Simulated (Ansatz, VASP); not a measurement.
**ZnAu in VASP and in Ansatz**

```
CELL_PARAMETERS angstrom
3.15005 0.00000 0.00000
0.00000 3.15005 0.00000
0.00000 0.00000 3.15005
ATOMIC_POSITIONS crystal
Zn 0.50000 0.50000 0.50000
Au 0.00000 0.00000 0.00000
```

The cell comes from a database or a generator and needn't be the stable form of this composition.

Alike in both runs: task single point; functional PBE; k mesh 6 × 6 × 6; occupations gaussian, width 0.1 eV; no spin polarisation.

|  | VASP | Ansatz |
| --- | --- | --- |
| version | VASP 6.6.1 | Ansatz 0.2.0 |
| potentials or method | VASP PAW PBE potentials, release 64 (Zn, Au) | scalar-relativistic, plane waves, PAW |
| plane-wave cutoff (eV) | 520 | 420 |
| valence electrons in the cell | 23 | 31 |

```csv
,VASP,Ansatz,Ansatz less VASP
gap on the k mesh at the Fermi level (eV),none,none,-
pressure (GPa),4.7,4.6,-0.10
```

A gap of «none» marks a metal or a gap that the smearing closes. The two sets of potentials don't hold the same shells in valence.

Spin-orbit coupling is left out, which matters for the levels of Au.
